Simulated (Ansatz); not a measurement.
# InAs: the cost of one run

Program: Ansatz 0.2.0. Level of theory: plane waves, PAW. These are calculated values, not measurements.

2 further runs of the same task are left out: 2 that didn't finish.

### Step 1. The starting structure

It takes space group P6_3/mmc (No. 194, hexagonal). The conventional cell has a = 4.608 Å, b = 4.608 Å, c = 5.996 Å, α = 90.00°, β = 90.00°, γ = 120.00°. In (site symmetry -6m2) is surrounded by 5 As at 2.66 to 3.00 Å. As (site symmetry -6m2) is surrounded by 5 In at 2.66 to 3.00 Å.

Structure file:

```
In As
1.0
     4.60763    0.00000    0.00000
    -2.30382    3.99033    0.00000
     0.00000    0.00000    5.99624
In As
2 2
Direct
  0.33333 0.66667 0.25000
  0.66667 0.33333 0.75000
  0.66667 0.33333 0.25000
  0.33333 0.66667 0.75000
```

The cell was relaxed beforehand with r2SCAN; those runs aren't shown. No run includes spin-orbit coupling, which matters for In.

### Step 2. PBE, anion s p, 6×6×4

input.yaml reads:

```yaml
crystal:
  lattice:
    - [4.6076318978, 0.0, 0.0]
    - [-2.3038159489, 3.9903262748, 0.0]
    - [0.0, 0.0, 5.9962437785]
  atoms:
    - { symbol: In, position: [0.3333333333, 0.6666666667, 0.25] }
    - { symbol: In, position: [0.6666666667, 0.3333333333, 0.75] }
    - { symbol: As, position: [0.6666666667, 0.3333333333, 0.25] }
    - { symbol: As, position: [0.3333333333, 0.6666666667, 0.75] }
kpoints:
  mp_grid: { grid: [6, 6, 4] }
  band_path:
    path:
      - [[0.0, 0.0, 0.0], [0.5, -9.634791413213e-20, 0.0], [0.3333333333333, 0.3333333333333, 0.0], [0.0, 0.0, 0.0], [0.0, 0.0, 0.5], [0.5, -9.634791413213e-20, 0.5], [0.3333333333333, 0.3333333333333, 0.5], [0.0, 0.0, 0.5]]
      - [[0.5, -9.634791413213e-20, 0.5], [0.5, -9.634791413213e-20, 0.0]]
      - [[0.3333333333333, 0.3333333333333, 0.5], [0.3333333333333, 0.3333333333333, 0.0]]
    npoints: 10
hamiltonian:
  xc: pbe
scf:
  occupations: { method: fermi_dirac, width: 0.02 }
  n_extra_bands: 6
output:
  forces: false
  stress: false
  eigenvalues: true
  wannier:
    kmesh: [6, 6, 4]
    projections: [{ species: As, l: s, shell: 4 }, { species: As, l: p, shell: 4 }]
    minimise: true
    write_hr: true
    conv_tol: 1.0e-08
    max_iter: 3000
```

The run is started by

```
ansatz run input.yaml --threads 4 --pin off --max-ram 3686MiB --backend cpu --events-out ev --progress --plain --runs-dir out
```

Q: Estimate wall time and peak memory on 4 threads of Arm Neoverse N1, shared host.

About 16 s, with a peak of 0.59 GiB.
